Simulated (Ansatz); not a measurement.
Crystal: BaTiO3 (Barioperovskite).

```
CELL_PARAMETERS angstrom
3.98550 0.00000 0.00000
0.00000 2.83690 2.84515
0.00000 -2.83690 2.84515
ATOMIC_POSITIONS crystal
Ba 0.00000 0.00000 0.00000
Ti 0.50000 0.51240 0.51240
O 0.50000 0.99184 0.50524
O 0.50000 0.50524 0.99184
O 0.00000 0.48740 0.48740
```

```yaml
Program: Ansatz 0.2.0
Task: relaxation of cell and atoms
Functional: PBEsol
Potentials_or_basis: Ansatz PAW
Cutoff: "420 eV (not typed: the program's choice for these potentials)"
k_mesh: 7 × 7 × 7
Occupations: fermi-dirac, width 0.05 eV
Spin: no spin polarisation
```

At the start: volume 12.87 Å³/atom.

How do energy, volume and symmetry change on relaxing?

It ends after 11 steps and the volume is 12.69 Å³/atom (-1.4 %); space group Amm2 (No. 38, to 0.05 Å).

Step by step:
| step | energy change (eV) | largest force (eV/Å) | volume (Å³) |
| --- | --- | --- | --- |
| 1 | 0.0000 | 0.2872 | 64.34 |
| 2 | -0.0258 | 0.3803 | 62.84 |
| 3 | -0.0366 | 0.1807 | 62.74 |
| 4 | -0.0380 | 0.1553 | 62.96 |
| 5 | -0.0408 | 0.1315 | 63.03 |
| 6 | -0.0432 | 0.0109 | 63.43 |
| 7 | -0.0431 | 0.0056 | 63.48 |
| 8 | -0.0432 | 0.0007 | 63.46 |
| 9 | -0.0403 | 0.0006 | 63.46 |
| 10 | -0.0404 | 0.0011 | 63.43 |
| 11 | -0.0403 | 0.0010 | 63.43 |

Final structure:
```
Ba Ti O
1.0
     3.94989    0.00000    0.00000
     0.00000    2.82830    2.83877
     0.00000   -2.82830    2.83877
Ba Ti O
1 1 3
Direct
  0.00000 0.00708 0.00708
  0.50000 0.51984 0.51984
  0.50000 0.98481 0.49373
  0.50000 0.49373 0.98481
  0.00000 0.49142 0.49142
```

Caveat: the plane-wave basis is chosen anew once the cell has moved, so the energies of steps on either side of that aren't comparable; the pressure holds a Pulay correction of +0.6 GPa for the finite cutoff; the PAW data sets come from PBE, with cores solved anew for the run's functional, which leaves a small shift of forces and pressure.
